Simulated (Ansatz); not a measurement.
Geometry optimisation, Ansatz, DFT PBEsol, scalar-relativistic, plane waves, PAW.

Input file:

```yaml
crystal:
  lattice:
    - [9.861567, 0.0, 0.0]
    - [0.0, 8.179714, 0.0]
    - [-4.756099, 0.0, 8.808063]
  atoms:
    - { symbol: Si, position: [0.2855441, 0.9415574, 0.1753309] }
    - { symbol: Si, position: [0.3769013, 0.5688853, 0.1522356] }
    - { symbol: Si, position: [0.2100695, 0.4395305, 0.3312076] }
    - { symbol: Si, position: [0.122792, 0.0625029, 0.341831] }
    - { symbol: O, position: [0.2195068, 0.945426, 0.2911194] }
    - { symbol: O, position: [0.3264122, 0.7519359, 0.154871] }
    - { symbol: O, position: [0.053326, 0.5500378, 0.2639937] }
    - { symbol: O, position: [0.3422718, 0.5090965, 0.4841719] }
    - { symbol: O, position: [0.1732404, 0.2482094, 0.3469751], spin: 1.0 }
    - { symbol: O, position: [0.4483738, 0.042608, 0.2349788] }
    - { symbol: O, position: [0.1638073, 0.0091493, 0.0171996] }
    - { symbol: Si, position: [0.287479, 0.9407684, 0.6752594] }
    - { symbol: Si, position: [0.3701784, 0.5640224, 0.6500796] }
    - { symbol: Si, position: [0.2129886, 0.4433851, 0.8251513] }
    - { symbol: Si, position: [0.1246901, 0.061226, 0.8424357] }
    - { symbol: O, position: [0.226033, 0.9516676, 0.7992307] }
    - { symbol: O, position: [0.3312533, 0.7511403, 0.6633987] }
    - { symbol: O, position: [0.0557624, 0.5406125, 0.7661962] }
    - { symbol: O, position: [0.3365296, 0.5141201, 0.9808378] }
    - { symbol: O, position: [0.2700304, 0.4450465, 0.7033634] }
    - { symbol: O, position: [0.1729289, 0.2465237, 0.8502794] }
    - { symbol: O, position: [0.4446976, 0.0460856, 0.7289293] }
    - { symbol: O, position: [0.1615421, 0.0154817, 0.5122615] }
    - { symbol: Si, position: [0.7911309, 0.9368007, 0.1778942] }
    - { symbol: Si, position: [0.8772573, 0.5705075, 0.1582161] }
    - { symbol: Si, position: [0.7123745, 0.4343591, 0.3239698] }
    - { symbol: Si, position: [0.6247393, 0.062717, 0.3449413] }
    - { symbol: O, position: [0.7253318, 0.9434399, 0.2904145] }
    - { symbol: O, position: [0.8322069, 0.7464564, 0.1560618] }
    - { symbol: O, position: [0.5566528, 0.545723, 0.2700568] }
    - { symbol: O, position: [0.8407907, 0.5088437, 0.4871779] }
    - { symbol: O, position: [0.7770769, 0.4491809, 0.2097005] }
    - { symbol: O, position: [0.6677022, 0.2514743, 0.341192] }
    - { symbol: O, position: [0.9434133, 0.0503192, 0.2293882] }
    - { symbol: O, position: [0.6578264, 0.010476, 0.0160112] }
    - { symbol: Si, position: [0.7945692, 0.9440198, 0.6792301] }
    - { symbol: Si, position: [0.8700035, 0.5654578, 0.6509505] }
    - { symbol: Si, position: [0.7071248, 0.4404204, 0.8255376] }
    - { symbol: Si, position: [0.6236304, 0.0685835, 0.8511584] }
    - { symbol: O, position: [0.7261696, 0.9459221, 0.7974297] }
    - { symbol: O, position: [0.8243744, 0.7571582, 0.6566819] }
    - { symbol: O, position: [0.5562349, 0.5477876, 0.7663468] }
    - { symbol: O, position: [0.8410026, 0.515804, 0.9847333] }
    - { symbol: O, position: [0.7777498, 0.4511599, 0.7086943] }
    - { symbol: O, position: [0.6754521, 0.2550938, 0.843112] }
    - { symbol: O, position: [0.9494246, 0.0488348, 0.7377038] }
    - { symbol: O, position: [0.6645432, 0.0128393, 0.5190537] }
magnetization:
  spin_polarized: true
total_charge: -1
basis:
  ecutwfc: 420.0
kpoints:
  mp_grid: { grid: [1, 2, 1] }
hamiltonian:
  xc: pbesol
  pseudopotentials: { kind: paw, azcp: { folder: soft_1 } }
scf:
  occupations: { method: gaussian, width: 0.05 }
  lower_state_search: "off"
relax:
  f_tol: 0.03
  max_steps: 60
  adjacent_minimum: "off"
output:
  write_density: true
  write_potential: true
  elf: true
  volumetric_format: npy
```

Command:

```bash
$ ansatz run input.yaml --threads 4 --pin off --max-ram 10240MiB --backend cpu --events-out ev --progress --plain --runs-dir out
```

Task: Where does it end, and by what steps?

Result: The forces met the threshold. Limits of this set-up: coarse k mesh, PAW files made for another functional, a small cell, in which the defect meets its images, a typed lattice constant that wasn't relaxed here, charged cell in a uniform background, uncorrected. After 7 steps the energy has fallen by 3.395 eV; O19 moved furthest, 0.90 Å. Joined: Si2–Si3 (3.14 → 2.41 Å).

```
step  energy less start (eV)  largest force component (eV/Å)  accepted
   0                  0.0000                           5.447       yes
   1                 -1.9172                           3.028       yes
   2                 -2.9480                           0.923       yes
   3                 -3.2437                           0.162       yes
   4                 -3.3492                           0.114       yes
   5                 -3.3912                           0.078       yes
   6                 -3.3875                           0.220        no
   7                 -3.3952                           0.009       yes
```

```xyz
47
Lattice="9.8616 0.0000 0.0000 0.0000 8.1797 0.0000 -4.7561 0.0000 8.8081" Properties=species:S:1:pos:R:3
Si 2.104 7.614 1.393
Si 2.596 4.473 1.659
Si 0.686 3.676 2.902
Si -0.240 0.642 2.862
O 0.837 7.692 2.409
O 2.452 6.042 1.254
O -0.716 4.396 2.472
O 0.901 3.905 4.506
O 0.510 2.070 2.678
O 3.395 0.269 1.918
O 1.649 0.064 -0.032
Si -0.269 7.737 5.760
Si 0.577 4.707 5.884
Si -1.994 3.550 7.444
Si -2.718 0.464 7.252
O -1.564 7.624 6.732
O 0.249 6.234 5.461
O -3.204 4.476 6.883
O -1.936 3.668 9.065
O -0.624 4.023 6.726
O -2.192 1.984 7.107
O 0.883 0.448 6.459
O -0.688 0.322 4.389
Si 7.076 7.762 1.557
Si 7.919 4.687 1.450
Si 5.362 3.594 2.927
Si 4.589 0.464 3.003
O 5.884 7.711 2.665
O 7.701 6.284 1.437
O 3.960 4.332 2.551
O 5.910 4.134 4.357
O 6.540 3.918 1.853
O 5.085 2.003 2.979
O 8.273 0.624 1.949
O 6.407 0.055 0.154
Si 4.531 7.671 5.896
Si 5.421 4.577 5.839
Si 3.028 3.648 7.378
Si 2.108 0.592 7.499
O 3.377 7.890 7.010
O 4.872 6.095 5.819
O 1.889 4.678 6.842
O 3.628 4.203 8.780
O 4.235 3.560 6.294
O 2.437 2.167 7.598
O 5.841 0.349 6.302
O 4.000 0.033 4.456
```

Whether the end is a true minimum wasn't checked by a vibrational analysis.

Run time: 2.2 min on 4 threads of Arm Neoverse V2, on a shared host, peak memory 2.2 GiB.
